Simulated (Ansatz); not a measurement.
diamond against fcc along group 14

Computed with DFT, revPBE, plane waves (420 eV) with PAW, scalar-relativistic (Ansatz 0.2.0). The PAW files were generated under PBE, with cores re-solved for the functional.

Each structure is relaxed within its symmetry, in the lowest magnetic state of the tried starts. Differences under about 8 meV lie within the error of the k-point mesh.

```csv
element,E(diamond) − E(fcc) (meV/atom),V(diamond) (Å³/atom),V(fcc) (Å³/atom),state of diamond,state of fcc
C,-4373,5.76,7.44,spin not included,spin not included
Si,-558,20.74,14.57,spin not included,spin not included
Ge,?,?,?,?,?
Pb,227,45.49,32.82,spin not included,spin not included
```

Problem. Fill in the row of Ge.

Solution. E(diamond) − E(fcc) (meV/atom): -346; V(diamond) (Å³/atom): 24.53; V(fcc) (Å³/atom): 19.93; state of diamond: spin not included; state of fcc: spin not included.
